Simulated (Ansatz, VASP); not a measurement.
## Pt: VASP beside Ansatz

```xyz
2
Lattice="2.6502 0.0000 0.0000 -1.3251 2.2952 0.0000 0.0000 0.0000 5.1755" Properties=species:S:1:pos:R:3 pbc="T T T"
Pt    1.3251    0.7651    3.8816
Pt    0.0000    1.5301    1.2939
```

Change from the starting cell: strain -0.040 along x and y, +0.080 along z, atoms carried along.

Alike in both runs: task single point; functional PBEsol; k mesh 18 × 18 × 10; occupations gaussian, width 0.15 eV; no spin polarisation.

|  | VASP | Ansatz |
| --- | --- | --- |
| version | VASP 6.6.1 | Ansatz 0.2.0 |
| potentials or method | VASP PAW PBE potentials, release 64 (Pt) | scalar-relativistic, plane waves, PAW |
| plane-wave cutoff (eV) | 520 | 420 |
| valence electrons in the cell | 20 | 36 |

|  | VASP | Ansatz | Ansatz less VASP |
| --- | --- | --- | --- |
| gap on the k mesh at the Fermi level (eV) | none | none | - |
| pressure (GPa) | -2.3 | -1.8 | +0.45 |
| largest component of the traceless stress (GPa) | 17.86 | 17.86 | -0.003 |

A gap of «none» marks a metal or a gap that the smearing closes. The two sets of potentials don't hold the same shells in valence.

Caveats: the PAW data sets were made with another functional, which shifts forces and pressure a little (VASP). The runs have no spin-orbit coupling, so splittings on Pt are missing.
